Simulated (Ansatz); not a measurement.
# Stress against strain in InSb

```
CELL_PARAMETERS angstrom
0.00000 3.23910 3.23910
3.23910 0.00000 3.23910
3.23910 3.23910 0.00000
ATOMIC_POSITIONS crystal
In 0.00000 0.00000 0.00000
Sb 0.75000 0.75000 0.75000
```

Atom numbers follow the list: In1, Sb2.

The cell is COD entry 9008853, as deposited and not checked against the literature; nothing was relaxed.

No spin–orbit coupling, which matters for the heavy atoms here.

The calculation used Ansatz 0.2.0, DFT, PBE, all-electron LAPW, scalar-relativistic.

Numerical set-up: a Γ-centred 10×10×10 k mesh, Fermi–Dirac smearing of 0.03 eV, basis error target 0.25 meV/atom, no spin polarisation.

The strain is applied along the Cartesian axes of the cell as listed (the other components stay zero). Fractional coordinates are held (clamped ions).

σ is the change of stress from the unstrained cell, which is at 3.15 GPa; tension is positive, so slopes are stress–strain coefficients at that pressure. In a metal the k mesh adds noise.

Only quantities that a quadratic follows smoothly over the whole series are listed; rougher ones are left out.

```csv
εzz,σzz (GPa),σxx (GPa)
-0.0300,-2.12,-1.43
-0.0200,-1.40,-0.92
-0.0100,-0.69,-0.45
0.0000,0.00,0.00
0.0100,0.67,0.42
0.0300,1.98,1.16
```

(1) Fit the series and read off the stiffness at zero strain.

(2) One run, at εzz = 0.0200, is withheld. Predict its row.

## Answers

(1) Least-squares fits y = p0 + p1 x + p2 x² to the rows give σzz (GPa): p1 = 68.3, p2 = -76; σxx (GPa): p1 = 43.2, p2 = -150. So C11 = 68 GPa and C12 = 43 GPa, which gives B = (C11 + 2 C12)/3 = 51 GPa.

(2) The fits give 1.33, 0.80; the run gave 1.33, 0.80.
